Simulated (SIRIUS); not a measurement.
# Zr (Im-3m) in SIRIUS: a series of runs, part 2 of 2

SIRIUS 7.12.0. The steps go on from the part before.

### Step 4. Equation of state, PBEsol, 23.24 Å³/atom (volume scaled by 0.98)

Contents of sirius.json:

```json
{
  "control": {
    "processing_unit": "cpu",
    "std_evp_solver_name": "lapack",
    "gen_evp_solver_name": "lapack",
    "verbosity": 2,
    "print_forces": false,
    "ortho_rf": true,
    "use_second_variation": true,
    "rmt_max": 3.0,
    "num_bands_to_print": 14,
    "save_wf": true
  },
  "parameters": {
    "electronic_structure_method": "full_potential_lapwlo",
    "xc_functionals": ["XC_GGA_X_PBE_SOL", "XC_GGA_C_PBE_SOL"],
    "core_relativity": "dirac",
    "valence_relativity": "iora",
    "num_fv_states": 14,
    "smearing": "fermi_dirac",
    "smearing_width": 0.0018374661,
    "pw_cutoff": 20,
    "gk_cutoff": 3.46,
    "lmax_apw": 10,
    "lmax_rho": 8,
    "lmax_pot": 8,
    "num_mag_dims": 0,
    "auto_rmt": 0,
    "ngridk": [10, 10, 10],
    "shiftk": [0, 0, 0],
    "num_dft_iter": 80,
    "energy_tol": 1e-07,
    "density_tol": 1e-05,
    "use_symmetry": true
  },
  "settings": {"tol_ne": 1e-10},
  "iterative_solver": {"type": "exact"},
  "mixer": {"type": "anderson", "beta": 0.5, "max_history": 8},
  "unit_cell": {
    "lattice_vectors": [
      [-3.3974478605, 3.3974478605, 3.3974478605],
      [3.3974478605, -3.3974478605, 3.3974478605],
      [3.3974478605, 3.3974478605, -3.3974478605]
    ],
    "atom_types": ["Zr"],
    "atom_files": {"Zr": "Zr.json"},
    "atoms": {"Zr": [[0.0, 0.0, 0.0]]}
  }
}
```

Contents of Zr.json:

```json
{
  "name": "zirconium",
  "symbol": "Zr",
  "number": 40,
  "mass": 91.224,
  "rmin": 1e-06,
  "rmt": 2.54,
  "nrmt": 800,
  "rinf": 17.42,
  "core": "1s2s2p3s3p3d",
  "valence": [
    {"basis": [{"enu": 0.11, "dme": 0, "n": 0, "auto": 0}, {"enu": 0.11, "dme": 1, "n": 0, "auto": 0}]},
    {"l": 0, "n": 1, "basis": [{"enu": 0.21, "dme": 0, "n": 0, "auto": 0}]},
    {"l": 1, "n": 2, "basis": [{"enu": 0.21, "dme": 0, "n": 0, "auto": 0}]},
    {"l": 2, "n": 3, "basis": [{"enu": 0.21, "dme": 0, "n": 0, "auto": 0}]},
    {"l": 3, "n": 4, "basis": [{"enu": 0.21, "dme": 0, "n": 0, "auto": 0}]}
  ],
  "lo": [
    {"l": 0, "basis": [{"enu": 0.21, "dme": 0, "n": 0, "auto": 0}, {"enu": 0.21, "dme": 1, "n": 0, "auto": 0}]},
    {
      "l": 0,
      "basis": [{"enu": -1.6512, "dme": 0, "n": 4, "auto": 1}, {"enu": -1.6512, "dme": 1, "n": 4, "auto": 1}]
    },
    {
      "l": 0,
      "basis": [{"enu": -1.6512, "dme": 1, "n": 4, "auto": 1}, {"enu": 0.21, "dme": 0, "n": 0, "auto": 0}]
    },
    {"l": 0, "basis": [{"enu": 0.21, "dme": 0, "n": 0, "auto": 0}, {"enu": 2.69, "dme": 0, "n": 0, "auto": 0}]},
    {"l": 1, "basis": [{"enu": 0.21, "dme": 0, "n": 0, "auto": 0}, {"enu": 0.21, "dme": 1, "n": 0, "auto": 0}]},
    {
      "l": 1,
      "basis": [{"enu": -0.8459, "dme": 0, "n": 4, "auto": 1}, {"enu": -0.8459, "dme": 1, "n": 4, "auto": 1}]
    },
    {
      "l": 1,
      "basis": [{"enu": -0.8459, "dme": 1, "n": 4, "auto": 1}, {"enu": 0.21, "dme": 0, "n": 0, "auto": 0}]
    },
    {"l": 1, "basis": [{"enu": 0.21, "dme": 0, "n": 0, "auto": 0}, {"enu": 3.062, "dme": 0, "n": 0, "auto": 0}]},
    {"l": 2, "basis": [{"enu": 0.21, "dme": 0, "n": 0, "auto": 0}, {"enu": 0.21, "dme": 1, "n": 0, "auto": 0}]},
    {"l": 2, "basis": [{"enu": 0.21, "dme": 1, "n": 0, "auto": 0}, {"enu": 0.21, "dme": 2, "n": 0, "auto": 0}]},
    {"l": 2, "basis": [{"enu": 0.21, "dme": 0, "n": 0, "auto": 0}, {"enu": 2.628, "dme": 0, "n": 0, "auto": 0}]},
    {"l": 3, "basis": [{"enu": 0.21, "dme": 0, "n": 0, "auto": 0}, {"enu": 0.21, "dme": 1, "n": 0, "auto": 0}]},
    {"l": 3, "basis": [{"enu": 0.21, "dme": 0, "n": 0, "auto": 0}, {"enu": 2.907, "dme": 0, "n": 0, "auto": 0}]}
  ],
  "free_atom": [... radial grid and density of the free atom, the start of the SCF ...]
}
```

Contents of sirius_start.json:

```json
{
  "control": {
    "processing_unit": "cpu",
    "std_evp_solver_name": "lapack",
    "gen_evp_solver_name": "lapack",
    "verbosity": 1,
    "print_forces": false,
    "ortho_rf": true,
    "use_second_variation": true,
    "rmt_max": 3.0,
    "num_bands_to_print": 14,
    "save_wf": false
  },
  "parameters": {
    "electronic_structure_method": "full_potential_lapwlo",
    "xc_functionals": ["XC_LDA_X", "XC_LDA_C_PW"],
    "core_relativity": "dirac",
    "valence_relativity": "iora",
    "num_fv_states": 14,
    "smearing": "fermi_dirac",
    "smearing_width": 0.0055123983,
    "pw_cutoff": 20,
    "gk_cutoff": 2.77,
    "lmax_apw": 10,
    "lmax_rho": 8,
    "lmax_pot": 8,
    "num_mag_dims": 0,
    "auto_rmt": 0,
    "ngridk": [4, 4, 4],
    "shiftk": [0, 0, 0],
    "num_dft_iter": 30,
    "energy_tol": 0.01,
    "density_tol": 0.05,
    "use_symmetry": true
  },
  "settings": {"tol_ne": 1e-10},
  "iterative_solver": {"type": "exact"},
  "mixer": {"type": "anderson", "beta": 0.5, "max_history": 8},
  "unit_cell": {
    "lattice_vectors": [
      [-3.3974478605, 3.3974478605, 3.3974478605],
      [3.3974478605, -3.3974478605, 3.3974478605],
      [3.3974478605, 3.3974478605, -3.3974478605]
    ],
    "atom_types": ["Zr"],
    "atom_files": {"Zr": "Zr.json"},
    "atoms": {"Zr": [[0.0, 0.0, 0.0]]}
  }
}
```

Command:

```
$ OMP_NUM_THREADS=1 sirius.scf --input=sirius_start.json --output=start.json
$ OMP_NUM_THREADS=1 sirius.scf --input=sirius.json --output=output.json --task=1
```

Run time: 21 s. Hardware: 1 thread of Arm Neoverse V1, shared host; peak memory 0.31 GiB.

Results (log left out):

- Free energy: -97884.3783 eV
- Band gap on the k mesh: none (metal or under the smearing width)
- All electrons inside the program's atomic spheres: Zr 37.84 (radii Zr 2.54 bohr)

### Step 5. Equation of state, PBEsol, 23.72 Å³/atom

sirius.json, as its differences from that of step 4:

```diff
@@ -40,5 +40,5 @@
     "lattice_vectors": [
-      [-3.3974478605, 3.3974478605, 3.3974478605],
-      [3.3974478605, -3.3974478605, 3.3974478605],
-      [3.3974478605, 3.3974478605, -3.3974478605]
+      [-3.4204042856, 3.4204042856, 3.4204042856],
+      [3.4204042856, -3.4204042856, 3.4204042856],
+      [3.4204042856, 3.4204042856, -3.4204042856]
     ],
```

Contents of Zr.json:

```json
{
  "name": "zirconium",
  "symbol": "Zr",
  "number": 40,
  "mass": 91.224,
  "rmin": 1e-06,
  "rmt": 2.54,
  "nrmt": 800,
  "rinf": 17.42,
  "core": "1s2s2p3s3p3d",
  "valence": [
    {"basis": [{"enu": 0.1, "dme": 0, "n": 0, "auto": 0}, {"enu": 0.1, "dme": 1, "n": 0, "auto": 0}]},
    {"l": 0, "n": 1, "basis": [{"enu": 0.2, "dme": 0, "n": 0, "auto": 0}]},
    {"l": 1, "n": 2, "basis": [{"enu": 0.2, "dme": 0, "n": 0, "auto": 0}]},
    {"l": 2, "n": 3, "basis": [{"enu": 0.2, "dme": 0, "n": 0, "auto": 0}]},
    {"l": 3, "n": 4, "basis": [{"enu": 0.2, "dme": 0, "n": 0, "auto": 0}]}
  ],
  "lo": [
    {"l": 0, "basis": [{"enu": 0.2, "dme": 0, "n": 0, "auto": 0}, {"enu": 0.2, "dme": 1, "n": 0, "auto": 0}]},
    {
      "l": 0,
      "basis": [{"enu": -1.6612, "dme": 0, "n": 4, "auto": 1}, {"enu": -1.6612, "dme": 1, "n": 4, "auto": 1}]
    },
    {"l": 0, "basis": [{"enu": -1.6612, "dme": 1, "n": 4, "auto": 1}, {"enu": 0.2, "dme": 0, "n": 0, "auto": 0}]},
    {"l": 0, "basis": [{"enu": 0.2, "dme": 0, "n": 0, "auto": 0}, {"enu": 2.68, "dme": 0, "n": 0, "auto": 0}]},
    {"l": 1, "basis": [{"enu": 0.2, "dme": 0, "n": 0, "auto": 0}, {"enu": 0.2, "dme": 1, "n": 0, "auto": 0}]},
    {
      "l": 1,
      "basis": [{"enu": -0.8559, "dme": 0, "n": 4, "auto": 1}, {"enu": -0.8559, "dme": 1, "n": 4, "auto": 1}]
    },
    {"l": 1, "basis": [{"enu": -0.8559, "dme": 1, "n": 4, "auto": 1}, {"enu": 0.2, "dme": 0, "n": 0, "auto": 0}]},
    {"l": 1, "basis": [{"enu": 0.2, "dme": 0, "n": 0, "auto": 0}, {"enu": 3.052, "dme": 0, "n": 0, "auto": 0}]},
    {"l": 2, "basis": [{"enu": 0.2, "dme": 0, "n": 0, "auto": 0}, {"enu": 0.2, "dme": 1, "n": 0, "auto": 0}]},
    {"l": 2, "basis": [{"enu": 0.2, "dme": 1, "n": 0, "auto": 0}, {"enu": 0.2, "dme": 2, "n": 0, "auto": 0}]},
    {"l": 2, "basis": [{"enu": 0.2, "dme": 0, "n": 0, "auto": 0}, {"enu": 2.618, "dme": 0, "n": 0, "auto": 0}]},
    {"l": 3, "basis": [{"enu": 0.2, "dme": 0, "n": 0, "auto": 0}, {"enu": 0.2, "dme": 1, "n": 0, "auto": 0}]},
    {"l": 3, "basis": [{"enu": 0.2, "dme": 0, "n": 0, "auto": 0}, {"enu": 2.897, "dme": 0, "n": 0, "auto": 0}]}
  ],
  "free_atom": [... radial grid and density of the free atom, the start of the SCF ...]
}
```

sirius_start.json, as its differences from that of step 4:

```diff
@@ -40,5 +40,5 @@
     "lattice_vectors": [
-      [-3.3974478605, 3.3974478605, 3.3974478605],
-      [3.3974478605, -3.3974478605, 3.3974478605],
-      [3.3974478605, 3.3974478605, -3.3974478605]
+      [-3.4204042856, 3.4204042856, 3.4204042856],
+      [3.4204042856, -3.4204042856, 3.4204042856],
+      [3.4204042856, 3.4204042856, -3.4204042856]
     ],
```

Command:

```
$ OMP_NUM_THREADS=1 sirius.scf --input=sirius_start.json --output=start.json
$ OMP_NUM_THREADS=1 sirius.scf --input=sirius.json --output=output.json --task=1
```

It took 21 s on 1 thread of Arm Neoverse V1, shared host; peak memory 0.31 GiB.

It converged, with:

| Property | Result |
| --- | --- |
| Free energy | -97884.3596 eV |
| Band gap on the k mesh | none (metal or under the smearing width) |
| All electrons inside the program's atomic spheres | Zr 37.81 (radii Zr 2.54 bohr) |

### Step 6. Equation of state, PBEsol, 24.19 Å³/atom (volume scaled by 1.02)

sirius.json, as its differences from that of step 5:

```diff
@@ -40,5 +40,5 @@
     "lattice_vectors": [
-      [-3.4204042856, 3.4204042856, 3.4204042856],
-      [3.4204042856, -3.4204042856, 3.4204042856],
-      [3.4204042856, 3.4204042856, -3.4204042856]
+      [-3.4430566297, 3.4430566297, 3.4430566297],
+      [3.4430566297, -3.4430566297, 3.4430566297],
+      [3.4430566297, 3.4430566297, -3.4430566297]
     ],
```

Zr.json is that of step 5.

sirius_start.json, as its differences from that of step 5:

```diff
@@ -40,5 +40,5 @@
     "lattice_vectors": [
-      [-3.4204042856, 3.4204042856, 3.4204042856],
-      [3.4204042856, -3.4204042856, 3.4204042856],
-      [3.4204042856, 3.4204042856, -3.4204042856]
+      [-3.4430566297, 3.4430566297, 3.4430566297],
+      [3.4430566297, -3.4430566297, 3.4430566297],
+      [3.4430566297, 3.4430566297, -3.4430566297]
     ],
```

Potentials or basis: all-electron FP-LAPW, apw+lo standard.

Command:

```
$ OMP_NUM_THREADS=1 sirius.scf --input=sirius_start.json --output=start.json
$ OMP_NUM_THREADS=1 sirius.scf --input=sirius.json --output=output.json --task=1
```

It took 21 s on 1 thread of Arm Neoverse V1, shared host; peak memory 0.31 GiB.

It converged, with:

- Free energy: -97884.3367 eV
- Band gap on the k mesh: none (metal or under the smearing width)
- All electrons inside the program's atomic spheres: Zr 37.79 (radii Zr 2.54 bohr)

### Step 7. Equation of state, PBEsol, 24.67 Å³/atom (volume scaled by 1.04)

sirius.json, as its differences from that of step 6:

```diff
@@ -40,5 +40,5 @@
     "lattice_vectors": [
-      [-3.4430566297, 3.4430566297, 3.4430566297],
-      [3.4430566297, -3.4430566297, 3.4430566297],
-      [3.4430566297, 3.4430566297, -3.4430566297]
+      [-3.4654147668, 3.4654147668, 3.4654147668],
+      [3.4654147668, -3.4654147668, 3.4654147668],
+      [3.4654147668, 3.4654147668, -3.4654147668]
     ],
```

Contents of Zr.json:

```json
{
  "name": "zirconium",
  "symbol": "Zr",
  "number": 40,
  "mass": 91.224,
  "rmin": 1e-06,
  "rmt": 2.54,
  "nrmt": 800,
  "rinf": 17.42,
  "core": "1s2s2p3s3p3d",
  "valence": [
    {"basis": [{"enu": 0.09, "dme": 0, "n": 0, "auto": 0}, {"enu": 0.09, "dme": 1, "n": 0, "auto": 0}]},
    {"l": 0, "n": 1, "basis": [{"enu": 0.19, "dme": 0, "n": 0, "auto": 0}]},
    {"l": 1, "n": 2, "basis": [{"enu": 0.19, "dme": 0, "n": 0, "auto": 0}]},
    {"l": 2, "n": 3, "basis": [{"enu": 0.19, "dme": 0, "n": 0, "auto": 0}]},
    {"l": 3, "n": 4, "basis": [{"enu": 0.19, "dme": 0, "n": 0, "auto": 0}]}
  ],
  "lo": [
    {"l": 0, "basis": [{"enu": 0.19, "dme": 0, "n": 0, "auto": 0}, {"enu": 0.19, "dme": 1, "n": 0, "auto": 0}]},
    {
      "l": 0,
      "basis": [{"enu": -1.6712, "dme": 0, "n": 4, "auto": 1}, {"enu": -1.6712, "dme": 1, "n": 4, "auto": 1}]
    },
    {
      "l": 0,
      "basis": [{"enu": -1.6712, "dme": 1, "n": 4, "auto": 1}, {"enu": 0.19, "dme": 0, "n": 0, "auto": 0}]
    },
    {"l": 0, "basis": [{"enu": 0.19, "dme": 0, "n": 0, "auto": 0}, {"enu": 2.67, "dme": 0, "n": 0, "auto": 0}]},
    {"l": 1, "basis": [{"enu": 0.19, "dme": 0, "n": 0, "auto": 0}, {"enu": 0.19, "dme": 1, "n": 0, "auto": 0}]},
    {
      "l": 1,
      "basis": [{"enu": -0.8659, "dme": 0, "n": 4, "auto": 1}, {"enu": -0.8659, "dme": 1, "n": 4, "auto": 1}]
    },
    {
      "l": 1,
      "basis": [{"enu": -0.8659, "dme": 1, "n": 4, "auto": 1}, {"enu": 0.19, "dme": 0, "n": 0, "auto": 0}]
    },
    {"l": 1, "basis": [{"enu": 0.19, "dme": 0, "n": 0, "auto": 0}, {"enu": 3.042, "dme": 0, "n": 0, "auto": 0}]},
    {"l": 2, "basis": [{"enu": 0.19, "dme": 0, "n": 0, "auto": 0}, {"enu": 0.19, "dme": 1, "n": 0, "auto": 0}]},
    {"l": 2, "basis": [{"enu": 0.19, "dme": 1, "n": 0, "auto": 0}, {"enu": 0.19, "dme": 2, "n": 0, "auto": 0}]},
    {"l": 2, "basis": [{"enu": 0.19, "dme": 0, "n": 0, "auto": 0}, {"enu": 2.608, "dme": 0, "n": 0, "auto": 0}]},
    {"l": 3, "basis": [{"enu": 0.19, "dme": 0, "n": 0, "auto": 0}, {"enu": 0.19, "dme": 1, "n": 0, "auto": 0}]},
    {"l": 3, "basis": [{"enu": 0.19, "dme": 0, "n": 0, "auto": 0}, {"enu": 2.887, "dme": 0, "n": 0, "auto": 0}]}
  ],
  "free_atom": [... radial grid and density of the free atom, the start of the SCF ...]
}
```

sirius_start.json, as its differences from that of step 6:

```diff
@@ -40,5 +40,5 @@
     "lattice_vectors": [
-      [-3.4430566297, 3.4430566297, 3.4430566297],
-      [3.4430566297, -3.4430566297, 3.4430566297],
-      [3.4430566297, 3.4430566297, -3.4430566297]
+      [-3.4654147668, 3.4654147668, 3.4654147668],
+      [3.4654147668, -3.4654147668, 3.4654147668],
+      [3.4654147668, 3.4654147668, -3.4654147668]
     ],
```

Command:

```
$ OMP_NUM_THREADS=1 sirius.scf --input=sirius_start.json --output=start.json
$ OMP_NUM_THREADS=1 sirius.scf --input=sirius.json --output=output.json --task=1
```

It took 22 s on 1 thread of Arm Neoverse V1, shared host; peak memory 0.32 GiB.

The run converged. Its results:

```
Free energy                                       : -97884.3104 eV
Band gap on the k mesh                            : none (metal or under the smearing width)
All electrons inside the program's atomic spheres : Zr 37.76 (radii Zr 2.54 bohr)
```

### Step 8. Equation of state, PBEsol, 25.14 Å³/atom (volume scaled by 1.06)

sirius.json, as its differences from that of step 7:

```diff
@@ -40,5 +40,5 @@
     "lattice_vectors": [
-      [-3.4654147668, 3.4654147668, 3.4654147668],
-      [3.4654147668, -3.4654147668, 3.4654147668],
-      [3.4654147668, 3.4654147668, -3.4654147668]
+      [-3.4874880675, 3.4874880675, 3.4874880675],
+      [3.4874880675, -3.4874880675, 3.4874880675],
+      [3.4874880675, 3.4874880675, -3.4874880675]
     ],
```

Contents of Zr.json:

```json
{
  "name": "zirconium",
  "symbol": "Zr",
  "number": 40,
  "mass": 91.224,
  "rmin": 1e-06,
  "rmt": 2.54,
  "nrmt": 800,
  "rinf": 17.42,
  "core": "1s2s2p3s3p3d",
  "valence": [
    {"basis": [{"enu": 0.08, "dme": 0, "n": 0, "auto": 0}, {"enu": 0.08, "dme": 1, "n": 0, "auto": 0}]},
    {"l": 0, "n": 1, "basis": [{"enu": 0.18, "dme": 0, "n": 0, "auto": 0}]},
    {"l": 1, "n": 2, "basis": [{"enu": 0.18, "dme": 0, "n": 0, "auto": 0}]},
    {"l": 2, "n": 3, "basis": [{"enu": 0.18, "dme": 0, "n": 0, "auto": 0}]},
    {"l": 3, "n": 4, "basis": [{"enu": 0.18, "dme": 0, "n": 0, "auto": 0}]}
  ],
  "lo": [
    {"l": 0, "basis": [{"enu": 0.18, "dme": 0, "n": 0, "auto": 0}, {"enu": 0.18, "dme": 1, "n": 0, "auto": 0}]},
    {
      "l": 0,
      "basis": [{"enu": -1.6812, "dme": 0, "n": 4, "auto": 1}, {"enu": -1.6812, "dme": 1, "n": 4, "auto": 1}]
    },
    {
      "l": 0,
      "basis": [{"enu": -1.6812, "dme": 1, "n": 4, "auto": 1}, {"enu": 0.18, "dme": 0, "n": 0, "auto": 0}]
    },
    {"l": 0, "basis": [{"enu": 0.18, "dme": 0, "n": 0, "auto": 0}, {"enu": 2.66, "dme": 0, "n": 0, "auto": 0}]},
    {"l": 1, "basis": [{"enu": 0.18, "dme": 0, "n": 0, "auto": 0}, {"enu": 0.18, "dme": 1, "n": 0, "auto": 0}]},
    {
      "l": 1,
      "basis": [{"enu": -0.8759, "dme": 0, "n": 4, "auto": 1}, {"enu": -0.8759, "dme": 1, "n": 4, "auto": 1}]
    },
    {
      "l": 1,
      "basis": [{"enu": -0.8759, "dme": 1, "n": 4, "auto": 1}, {"enu": 0.18, "dme": 0, "n": 0, "auto": 0}]
    },
    {"l": 1, "basis": [{"enu": 0.18, "dme": 0, "n": 0, "auto": 0}, {"enu": 3.032, "dme": 0, "n": 0, "auto": 0}]},
    {"l": 2, "basis": [{"enu": 0.18, "dme": 0, "n": 0, "auto": 0}, {"enu": 0.18, "dme": 1, "n": 0, "auto": 0}]},
    {"l": 2, "basis": [{"enu": 0.18, "dme": 1, "n": 0, "auto": 0}, {"enu": 0.18, "dme": 2, "n": 0, "auto": 0}]},
    {"l": 2, "basis": [{"enu": 0.18, "dme": 0, "n": 0, "auto": 0}, {"enu": 2.598, "dme": 0, "n": 0, "auto": 0}]},
    {"l": 3, "basis": [{"enu": 0.18, "dme": 0, "n": 0, "auto": 0}, {"enu": 0.18, "dme": 1, "n": 0, "auto": 0}]},
    {"l": 3, "basis": [{"enu": 0.18, "dme": 0, "n": 0, "auto": 0}, {"enu": 2.877, "dme": 0, "n": 0, "auto": 0}]}
  ],
  "free_atom": [... radial grid and density of the free atom, the start of the SCF ...]
}
```

sirius_start.json, as its differences from that of step 7:

```diff
@@ -40,5 +40,5 @@
     "lattice_vectors": [
-      [-3.4654147668, 3.4654147668, 3.4654147668],
-      [3.4654147668, -3.4654147668, 3.4654147668],
-      [3.4654147668, 3.4654147668, -3.4654147668]
+      [-3.4874880675, 3.4874880675, 3.4874880675],
+      [3.4874880675, -3.4874880675, 3.4874880675],
+      [3.4874880675, 3.4874880675, -3.4874880675]
     ],
```

Command:

```
$ OMP_NUM_THREADS=1 sirius.scf --input=sirius_start.json --output=start.json
$ OMP_NUM_THREADS=1 sirius.scf --input=sirius.json --output=output.json --task=1
```

Run time: 22 s. Hardware: 1 thread of Arm Neoverse V1, shared host; peak memory 0.32 GiB.

It converged, with:

- Free energy: -97884.2806 eV
- Band gap on the k mesh: none (metal or under the smearing width)
- All electrons inside the program's atomic spheres: Zr 37.74 (radii Zr 2.54 bohr)

### Step 9. Equation of state, PBEsol

Potentials or basis: all-electron FP-LAPW, apw+lo standard.

This step only gathers the single runs of the series.

What came out:

```yaml
Equilibrium_volume: "21.70 Å³/atom (rough: see the caveat)"
Bulk_modulus: 91 GPa (rough)
```

Energy against volume, from the lowest point:
```
volume (Å³/atom)  energy (meV/atom)
          22.296               0.00
          22.770               9.58
          23.245              23.84
          23.719              42.56
          24.193              65.42
          24.668              91.72
          25.142             121.52
```

Caveat: the minimum lies outside the volumes run.
